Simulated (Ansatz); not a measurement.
# SiC — electric field gradients

The cell is an entry of the Crystallography Open Database (COD) (the entry's cell lengths or inner coordinates differ somewhat from later room-temperature determinations).

Space group P6_3mc (No. 186); a = 3.0950, c = 15.1700 Å, γ = 120.00°.

| site | Wyckoff | site symmetry | x | y | z |
| --- | --- | --- | --- | --- | --- |
| Si1 | 2a | 3m. | 0.0000 | 0.0000 | 0.1250 |
| Si3 | 2b | 3m. | 0.3333 | 0.6667 | 0.2917 |
| Si5 | 2b | 3m. | 0.3333 | 0.6667 | 0.9583 |
| C7 | 2a | 3m. | 0.0000 | 0.0000 | 0.0000 |
| C9 | 2b | 3m. | 0.3333 | 0.6667 | 0.1667 |
| C11 | 2b | 3m. | 0.3333 | 0.6667 | 0.8333 |

One atom of each set is listed.

Computed with Ansatz: DFT, PBE, plane waves and PAW, scalar-relativistic, 420 eV cutoff, Γ-centred 10×10×2 k-points, Fermi–Dirac smearing 0.02 eV.

C_Q = eQV_zz/h, which is 24.18 MHz for Q = 1 b and V_zz = 10²¹ V/m²; η = (V_xx − V_yy)/V_zz.

| site | atoms | first shell | V_zz (10²¹ V/m²) | η | C_Q (MHz) |
| --- | --- | --- | --- | --- | --- |
| Si1 | 2 | 4 C at 1.90 Å | -0.18 | 0.00 | – |
| Si3 | 2 | 4 C at 1.90 Å | 0.13 | 0.00 | – |
| Si5 | 2 | 4 C at 1.90 Å | 0.17 | 0.00 | – |
| C7 | 2 | 4 Si at 1.90 Å | 0.15 | 0.00 | – |
| C9 | 2 | 4 Si at 1.90 Å | 0.038 | 0.00 | – |
| C11 | 2 | 4 Si at 1.90 Å | 0.013 | 0.00 | – |

An axis of threefold or higher order runs through Si1, Si3, Si5, C7, C9 and C11, so V_zz lies along it and η is zero.

Si, C have no stable isotope with a ground-state quadrupole moment in the table, so no C_Q is given.

The values hang on the deposited positions: relaxing the atoms moves V_zz on Si1 from -0.18 to -0.097.
